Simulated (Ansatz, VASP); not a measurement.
# Two plane-wave programs on MgO

```
Mg O
1.0
     0.00000    2.13515    2.13515
     2.13515    0.00000    2.13515
     2.13515    2.13515    0.00000
Mg O
1 1
Direct
  0.00000 0.00000 0.00000
  0.50000 0.50000 0.46688
```

Change from the starting cell: all O atoms moved -0.100 Å, as atom 2 along Cartesian [1 1 0].

Alike in both runs: task single point; functional PBEsol; k mesh 10 × 10 × 10; occupations gaussian, width 0.05 eV; no spin polarisation.

|  | VASP | Ansatz |
| --- | --- | --- |
| version | VASP 6.6.1 | Ansatz 0.2.0 |
| potentials or method | VASP PAW PBE potentials, release 64 (Mg, O) | scalar-relativistic, plane waves, PAW |
| plane-wave cutoff (eV) | 520 | 420 |
| valence electrons in the cell | 8 | 16 |

```tsv
	VASP	Ansatz	Ansatz less VASP
gap on the k mesh at the Fermi level (eV)	4.24	4.24	0.000
least direct gap on the mesh (eV)	4.24	4.24	0.000
pressure (GPa)	-5.4	-4.9	+0.47
largest component of the traceless stress (GPa)	1.01	1.00	-0.011
rms of the force components (eV/Å)	0.259	0.256	-0.0024
```

Atom by atom the forces differ by 0.002 eV/Å (rms over components). The two sets of potentials don't hold the same shells in valence.

Caveats: the PAW data sets were made with another functional, which shifts forces and pressure a little (VASP).
